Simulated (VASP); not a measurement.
# Si2W (I4/mmm) in VASP: a series of runs

The runs below take Si2W through relaxation of cell and atoms, vibrations by finite differences, with PBEsol.

Everything below comes from runs of VASP 6.6.1. Logs are shortened: lines on timing, memory, paths and dates and some standing lists are left out, and cuts for length are marked.

## 1. The structure

Symmetry: I4/mmm, No. 139, tetragonal system. Conventional cell: a = 3.214 Å, b = 3.214 Å, c = 7.830 Å, α = 90.00°, β = 90.00°, γ = 90.00°. Si (site symmetry 4mm) has 5 Si at 2.59 to 2.63 Å and 5 W at 2.62 Å as nearest neighbours. Around W (site symmetry 4/mmm) lie 10 Si at 2.62 Å.

## 2. Relaxation of cell and atoms, PBEsol

INCAR reads:

```
SYSTEM = Si2W
  PREC = Accurate
  ENCUT = 520
  EDIFF = 1E-7
  ISMEAR = 0
  SIGMA = 0.1
  LREAL = .FALSE.
  LASPH = .TRUE.
  NELM = 80
  ALGO = Normal
  ISIF = 3
  LWAVE = .FALSE.
  LCHARG = .FALSE.
  GGA = PS
  IBRION = 2
  NSW = 80
  EDIFFG = -0.002
  KPAR = 4
```

KPOINTS reads:

```
Automatic mesh
0
G
  18 18 18
  0 0 0
```

POSCAR reads:

```
Si2W
1.0
   -1.6069000000      1.6069000000      3.9149500000
    1.6069000000     -1.6069000000      3.9149500000
    1.6069000000      1.6069000000     -3.9149500000
Si W
2 1
Direct
    0.3347000000      0.3347000000      0.0000000000
    0.6653000000      0.6653000000      0.0000000000
    0.0000000000      0.0000000000      0.0000000000
```

Potentials or basis: VASP PAW PBE potentials, release 64 (Si, W_sv).

The run is started by

```console
cat potpaw_PBE.64/Si/POTCAR potpaw_PBE.64/W_sv/POTCAR > POTCAR
mpirun -np 4 vasp_std > vasp.out
```

OUTCAR:

```text
SYSTEM = Si2W
   PREC = Accurate
   ENCUT = 520
   EDIFF = 1E-7
   ISMEAR = 0
   LREAL = .FALSE.
   LASPH = .TRUE.
   NELM = 80
   ISIF = 3
   GGA = PS
   IBRION = 2
   NSW = 80
   EDIFFG = -0.002

 ion  position               nearest neighbor table
   1  0.335  0.335  0.000-   2 2.59   3 2.62   3 2.62   3 2.62   3 2.62   3 2.62   2 2.63   2 2.63
                             2 2.63   2 2.63
   2  0.665  0.665  0.000-   1 2.59   3 2.62   3 2.62   3 2.62   3 2.62   3 2.62   1 2.63   1 2.63
                             1 2.63   1 2.63
   3  0.000  0.000  0.000-   2 2.62   2 2.62   2 2.62   1 2.62   2 2.62   1 2.62   1 2.62   1 2.62
                             1 2.62   2 2.62

  LATTYP: Found a body centered tetragonal cell.
 ALAT       =     3.2138000000
 C/A-ratio  =     2.4363370465

  Lattice vectors:

 A1 = (  -1.6069000000,   1.6069000000,   3.9149500000)
 A2 = (   1.6069000000,  -1.6069000000,   3.9149500000)
 A3 = (   1.6069000000,   1.6069000000,  -3.9149500000)

Analysis of symmetry for initial positions (statically):
=====================================================================
 Subroutine PRICEL returns:
 Original cell was already a primitive cell.

 Routine SETGRP: Setting up the symmetry group for a
 body centered tetragonal supercell.

 Subroutine GETGRP returns: Found 16 space group operations
 (whereof 16 operations were pure point group operations)
 out of a pool of 16 trial point group operations.

The static configuration has the point symmetry D_4h.

Analysis of symmetry for dynamics (positions and initial velocities):
=====================================================================
 Subroutine PRICEL returns:
 Original cell was already a primitive cell.

 Routine SETGRP: Setting up the symmetry group for a
 body centered tetragonal supercell.

 Subroutine GETGRP returns: Found 16 space group operations
 (whereof 16 operations were pure point group operations)
 out of a pool of 16 trial point group operations.

The dynamic configuration has the point symmetry D_4h.

 Subroutine INISYM returns: Found 16 space group operations
 (whereof 16 operations are pure point group operations),
 and found     1 'primitive' translations

----------------------------------------------------------------------------------------

                                     Primitive cell

  volume of cell :      40.4356

  direct lattice vectors                    reciprocal lattice vectors
    -1.606900000  1.606900000  3.914950000     0.000000000  0.311158131  0.127715552
     1.606900000 -1.606900000  3.914950000     0.311158131  0.000000000  0.127715552
     1.606900000  1.606900000 -3.914950000     0.311158131  0.311158131  0.000000000

  length of vectors
     4.526708376  4.526708376  4.526708376     0.336348992  0.336348992  0.440044048

  position of ions in fractional coordinates (direct lattice)
     0.334700000  0.334700000  0.000000000
     0.665300000  0.665300000  0.000000000
     0.000000000  0.000000000  0.000000000

  ion indices of the primitive-cell ions
   primitive index   ion index
                 1           1
                 2           2
                 3           3

----------------------------------------------------------------------------------------

 KPOINTS: Automatic mesh

Automatic generation of k-mesh.
 Grid dimensions read from file:
 generate k-points for:   18   18   18

 Generating k-lattice:

  Cartesian coordinates                     Fractional coordinates (reciprocal lattice)
     0.000000000  0.017286563  0.007095308     0.055555556  0.000000000  0.000000000
     0.017286563  0.000000000  0.007095308     0.000000000  0.055555556  0.000000000
     0.017286563  0.017286563  0.000000000     0.000000000  0.000000000  0.055555556

  Length of vectors
     0.018686055  0.018686055  0.024446892

  Shift w.r.t. Gamma in fractional coordinates (k-lattice)
     0.000000000  0.000000000  0.000000000

 Subroutine IBZKPT returns following result:
 ===========================================

 Found    480 irreducible k-points:

 Following reciprocal coordinates:
            Coordinates               Weight
  0.000000  0.000000  0.000000      1.000000
  0.055556 -0.000000  0.000000      8.000000
  0.111111 -0.000000  0.000000      8.000000
  0.166667  0.000000  0.000000      8.000000
  0.222222  0.000000 -0.000000      8.000000
  0.277778  0.000000  0.000000      8.000000
[... 16 lines left out ...]
 -0.277778  0.055556  0.000000     16.000000
 -0.222222  0.055556  0.000000     16.000000
 [... further k-points ...]
   k-points           NKPTS =    480   k-points in BZ     NKDIM =    480   number of bands    NBANDS=     15
   number of dos      NEDOS =    301   number of ions     NIONS =      3
   total plane-waves  NPLWV =  46656
   dimension x,y,z NGX =    36 NGY =   36 NGZ =   36
   dimension x,y,z NGXF=    72 NGYF=   72 NGZF=   72
   ions per type =               2   1
   NGX,Y,Z   is equivalent  to a cutoff of  13.22, 13.22, 13.22 a.u.
   NGXF,Y,Z  is equivalent  to a cutoff of  26.44, 26.44, 26.44 a.u.
 SYSTEM =  Si2W
   PREC   = accura    normal or accurate (medium, high low for compatibility)
   ISTART =      0    job   : 0-new  1-cont  2-samecut
   ICHARG =      2    charge: 1-file 2-atom 10-const
   ISPIN  =      1    spin polarized calculation?
   LNONCOLLINEAR =      F non collinear calculations
   LSORBIT =      F    spin-orbit coupling
   LASPH  =      T    aspherical Exc in radial PAW
   ENCUT  =  520.0 eV  38.22 Ry    6.18 a.u.   8.42  8.42  8.42*2*pi/ulx,y,z
   NELM   =     80;   NELMIN=  2; NELMDL= -5     # of ELM steps
   EDIFF  = 0.1E-06   stopping-criterion for ELM
   LREAL  =      F    real-space projection
   EDIFFG = -.2E-02   stopping-criterion for IOM
   NSW    =     80    number of steps for IOM
   IBRION =      2    ionic relax: 0-MD 1-quasi-New 2-CG
   NFREE  =      1    steps in history (QN), initial steepest desc. (CG)
   ISIF   =      3    stress and relaxation
   ISYM   =      2    0-nonsym 1-usesym 2-fastsym
   POTIM  = 0.5000    time-step for ionic-motion
   TEBEG  =    0.0;   TEEND  =   0.0 temperature during run
   PSTRESS=    0.0 pullay stress
   NELECT =      22.0000    total number of electrons
   NUPDOWN=      -1.0000    fix difference up-down
   EMIN   =  10.00;   EMAX   =-10.00  energy-range for DOS
   EFERMI =   0.00;   METHOD = LEGACY
   ISMEAR =     0;   SIGMA  =   0.10  broadening in eV -4-tet -1-fermi 0-gaus
   EFERMI_NEDOS =   21; number of points for ismear=-14 and -15
   IALGO  =     38    algorithm
   IMIX   =      4    mixing-type and parameters
     AMIX     =   0.40;   BMIX     =  1.00
     AMIX_MAG =   1.60;   BMIX_MAG =  1.00
  volume/ion in A,a.u.               =      13.48        90.96
  Fermi-wavevector in a.u.,A,eV,Ry     =   1.336476  2.525573 24.302284  1.786167
  Thomas-Fermi vector in A             =   2.465099
   LORBIT       =      0    0 simple, 1 ext, 2 COOP (PROOUT), +10 PAW based schemes
   GGA     = PS    functional components
   LHFCALC =     F    Hartree Fock is set to
   AEXX    =    0.0000 exact exchange contribution
   IVDW    =     0    specifies the selected vdW correction
   LEPSILON=     F    determine dielectric tensor
   LRPA    =     F    only Hartree local field effects (RPA)
 conjugate gradient relaxation of ions
 non-spin polarized calculation
 Gauss-broadening in eV      SIGMA  =   0.10
  energy-cutoff  :      520.00
  volume of cell :       40.44
 maximum number of plane-waves:      1118
 NGX is ok and might be reduce to    36
   NGX = 17   NGY = 17   NGZ = 17

--------------------------------------- Ionic step        1  -------------------------------------------

 number of electron      21.9999999 magnetization

 Free energy of the ion-electron system (eV)
  ---------------------------------------------------
  ext. energy  EPLUGINS =         0.00000000
  ---------------------------------------------------
  free energy    TOTEN  =       -26.63928453 eV

  energy without entropy =      -26.63839713  energy(sigma->0) =      -26.63884083

------------------------ aborting loop because EDIFF is reached ----------------------------------------

  FORCE on cell =-STRESS in cart. coord.  units (eV):
  Direction    XX          YY          ZZ          XY          YZ          ZX
  --------------------------------------------------------------------------------------
  -------------------------------------------------------------------------------------
  Total       -0.4493710     -0.4493710     -0.3445815      0.0000000      0.0000000      0.0000000
  in kB      -17.8053992    -17.8053992    -13.6533294      0.0000000      0.0000000      0.0000000
  external PRESSURE =     -16.4213759 kB  Pullay stress =       0.0000000 kB
[... 92 lines left out ...]
  FREE ENERGIE OF THE ION-ELECTRON SYSTEM (eV)
  ---------------------------------------------------
  free  energy   TOTEN  =       -26.6408287209 eV

  energy  without entropy=      -26.6399478680  energy(sigma->0) =      -26.64038829

[... ionic steps 4 to 7 ...]

--------------------------------------- Ionic step        8  -------------------------------------------

 number of electron      21.9999999 magnetization

------------------------ aborting loop because EDIFF is reached ----------------------------------------
[... 69 lines left out ...]
--------------------------------------- Ionic step       10  -------------------------------------------

 number of electron      21.9999999 magnetization

 Free energy of the ion-electron system (eV)
  ---------------------------------------------------
  ext. energy  EPLUGINS =         0.00000000
  ---------------------------------------------------
  free energy    TOTEN  =       -26.64088867 eV

  energy without entropy =      -26.63999915  energy(sigma->0) =      -26.64044391

 E-fermi :  11.9647     XC(G=0): -12.6409

 val. band max:       11.9388727165   @ k =  -0.3889   0.5000   0.3333
 cond. band min:      12.0159740592   @ k =  -0.3889  -0.4444   0.3333
 fundamental gap:      0.0771013427
 Fermi energy:        11.9646772408

 k-point     1 :       0.0000    0.0000    0.0000
  band No.  band energies     occupation
      1     -61.8248      2.00000
      2     -26.0984      2.00000
      3     -26.0699      2.00000
      4     -26.0699      2.00000
      5      -2.1684      2.00000
      6       5.0561      2.00000
      7       8.2381      2.00000
      8       8.5752      2.00000
      9       9.1064      2.00000
     10       9.1064      2.00000
     11      12.5902      0.00000
     12      14.7751      0.00000
     13      14.8403      0.00000
     14      15.0914      0.00000
[... 401 lines left out ...]
      2     -26.1636      2.00000
      3     -26.0899      2.00000
      4     -26.0680      2.00000
      5      -1.2521      2.00000
      6       5.2014      2.00000
      7       6.5526      2.00000
      8       8.3060      2.00000
      9       9.0826      2.00000
     10       9.8274      2.00000
     11      10.5407      2.00000
     12      13.5907      0.00000
     13      14.2617      0.00000
     14      16.3826      0.00000
     15      16.5178      0.00000

 [... further k-points ...]

------------------------ aborting loop because EDIFF is reached ----------------------------------------

  FORCE on cell =-STRESS in cart. coord.  units (eV):
  Direction    XX          YY          ZZ          XY          YZ          ZX
  --------------------------------------------------------------------------------------
  -------------------------------------------------------------------------------------
  Total       -0.0054488     -0.0054488     -0.0039469      0.0000000      0.0000000      0.0000000
  in kB       -0.2174717     -0.2174717     -0.1575250      0.0000000      0.0000000      0.0000000
  external PRESSURE =      -0.1974894 kB  Pullay stress =       0.0000000 kB
[... 18 lines left out ...]
  FREE ENERGIE OF THE ION-ELECTRON SYSTEM (eV)
  ---------------------------------------------------
  free  energy   TOTEN  =       -26.6408886668 eV

  energy  without entropy=      -26.6399991468  energy(sigma->0) =      -26.64044391

 reached required accuracy - stopping structural energy minimisation
```

Wall time 3.9 min (4 MPI ranks of Intel Xeon 6975P-C (Granite Rapids), shared host); peak memory 0.44 GiB.

What came out:

- Free energy: -26.6409 eV
- Relaxed volume: 13.38 Å³/atom
- Relaxed cell: a = 4.518 Å, b = 4.518 Å, c = 4.518 Å, α = 138.46°, β = 138.46°, γ = 60.20°
- Space group after relaxing (to 0.05 Å): I4/mmm (No. 139)
- Energy gained by relaxing: 0.5 meV/atom
- Ionic steps: 10
- Pressure after relaxing: 0.0 GPa
- Band gap on the k mesh: none (metal or under the smearing width)

Step by step:
```
step  energy change (eV)  largest force (eV/Å)  pressure (GPa)  volume (Å³)
   1              0.0000                0.0117           -1.64        40.44
   2              0.0033                0.0536            3.10        39.63
   3             -0.0015                0.0266            0.03        40.14
   4             -0.0015                0.0264           -0.01        40.15
   5             -0.0016                0.0021           -0.04        40.15
   6             -0.0016                0.0074           -0.03        40.15
   7             -0.0016                0.0004            0.04        40.13
   8             -0.0016                0.0019            0.03        40.14
   9             -0.0016                0.0023            0.03        40.14
  10             -0.0016                0.0016           -0.02        40.14
```

Final structure:
```
Si W
1.0
    -1.60224    1.60224    3.90927
     1.60224   -1.60224    3.90927
     1.60224    1.60224   -3.90927
Si W
2 1
Direct
  0.33451 0.33451 0.00000
  0.66549 0.66549 0.00000
  0.00000 0.00000 0.00000
```

Caveat: the PAW data sets were made with another functional, which shifts forces and pressure a little.

## 3. Relaxation of cell and atoms, PBEsol

This run uses another cell than the first one, of 13.38 Å³/atom, 0.993 times its volume.

INCAR is that of step 2.

KPOINTS is that of step 2.

POSCAR reads:

```
Si2W                                    
1.0
   -1.6022420009      1.6022420009      3.9092725224
    1.6022420009     -1.6022420009      3.9092725224
    1.6022420009      1.6022420009     -3.9092725224
  Si              W             
     2     1
Direct
     0.3345063388567199    0.3345063388567199    1.0000000000000000
     0.6654936611432801    0.6654936611432801    0.0000000000000000
     0.0000000000000000    0.0000000000000000    0.0000000000000000
```

Potentials or basis: VASP PAW PBE potentials, release 64 (Si, W_sv).

The run is started by

```console
cat potpaw_PBE.64/Si/POTCAR potpaw_PBE.64/W_sv/POTCAR > POTCAR
mpirun -np 4 vasp_std > vasp.out
```

Run time: 50 s. Hardware: 4 MPI ranks of Intel Xeon 6975P-C (Granite Rapids), shared host; peak memory 0.43 GiB.

The run converged. Its results:

```
Free energy             : -26.6408 eV
Pressure after relaxing : 0.0 GPa
Band gap on the k mesh  : none (metal or under the smearing width)
```

Final structure:
```
Si W
1.0
    -1.60224    1.60224    3.90927
     1.60224   -1.60224    3.90927
     1.60224    1.60224   -3.90927
Si W
2 1
Direct
  0.33451 0.33451 0.00000
  0.66549 0.66549 0.00000
  0.00000 0.00000 0.00000
```

Levels at points of the mesh, in eV from the Fermi level:
| k point | band 7 | band 8 | band 9 | band 10 | band 11 | band 12 | band 13 | band 14 | band 15 |
| --- | --- | --- | --- | --- | --- | --- | --- | --- | --- |
| (0.00, 0.00, 0.00) | -3.73 | -3.39 | -2.86 | -2.86 | 0.63 | 2.81 | 2.88 | 3.13 | 3.13 |
| (0.50, 0.00, 0.00) | -5.79 | -4.87 | -2.81 | -2.81 | -0.45 | 2.72 | 2.82 | 3.96 | 4.47 |
| (0.50, 0.50, 0.00) | -6.04 | -5.47 | -5.05 | -3.30 | -1.75 | 2.83 | 2.99 | 3.15 | 3.91 |
| (0.50, 0.50, 0.50) | -3.91 | -2.62 | -0.82 | -0.82 | -0.51 | -0.51 | 0.80 | 4.53 | 4.97 |

Caveat: the relaxation stopped at its first step, so nothing moved; the PAW data sets were made with another functional, which shifts forces and pressure a little. Spin-orbit coupling is left out, which matters for the levels of W.

## 4. Vibrations by finite differences, PBEsol

This run uses another cell than the first one, of 13.38 Å³/atom, 0.993 times its volume.

INCAR reads:

```
PREC = Accurate
ENCUT = 520
EDIFF = 1E-8
ISMEAR = 0
SIGMA = 0.1
LREAL = False
LASPH = True
NELM = 80
ALGO = Normal
ISIF = 3
LWAVE = False
LCHARG = False
GGA = PS
IBRION = 6
NFREE = 2
POTIM = 0.015
NSW = 1
KPAR = 4
```

KPOINTS reads:

```
Automatic mesh
0
Gamma
  18 18 18
```

POSCAR reads:

```
Si2W                                    
1.0
   -1.6022420009      1.6022420009      3.9092725224
    1.6022420009     -1.6022420009      3.9092725224
    1.6022420009      1.6022420009     -3.9092725224
  Si              W             
     2     1
Direct
     0.3345063388567198    0.3345063388567198    0.0000000000000000
     0.6654936611432802    0.6654936611432802    0.0000000000000000
     0.0000000000000000    0.0000000000000000    0.0000000000000000
```

The run is started by

```console
cat potpaw_PBE.64/Si/POTCAR potpaw_PBE.64/W_sv/POTCAR > POTCAR
mpirun -np 4 vasp_std > vasp.out
```

Run time: 22 min. Hardware: 4 MPI ranks of Intel Xeon 6975P-C (Granite Rapids), shared host; peak memory 1.4 GiB.

It converged, with:

- Voigt bulk modulus: 233 GPa
- Highest phonon frequency at Γ: 451 cm⁻¹

Phonon frequencies in cm⁻¹ (negative: imaginary):
```
              q point                    frequencies
(0.000, 0.000, 0.000)  0 0 0 262 262 305 341 341 451
```

Elastic tensor in Voigt notation (GPa, in the Cartesian axes of the cell as first typed):
```
444 126 100   0   0   0
126 444 100   0   0   0
100 100 561   0   0   0
  0   0   0 211   0   0
  0   0   0   0 211   0
  0   0   0   0   0 213
```

Clamped-ion elastic tensor (GPa):
```
446 128 103   0   0   0
128 446 103   0   0   0
103 103 565   0   0   0
  0   0   0 213   0   0
  0   0   0   0 213   0
  0   0   0   0   0 213
```

Caveat: elastic constants of metals need much finer meshes, so these are rough; the PAW data sets were made with another functional, which shifts forces and pressure a little. Spin-orbit coupling is left out, which matters for the levels of W.
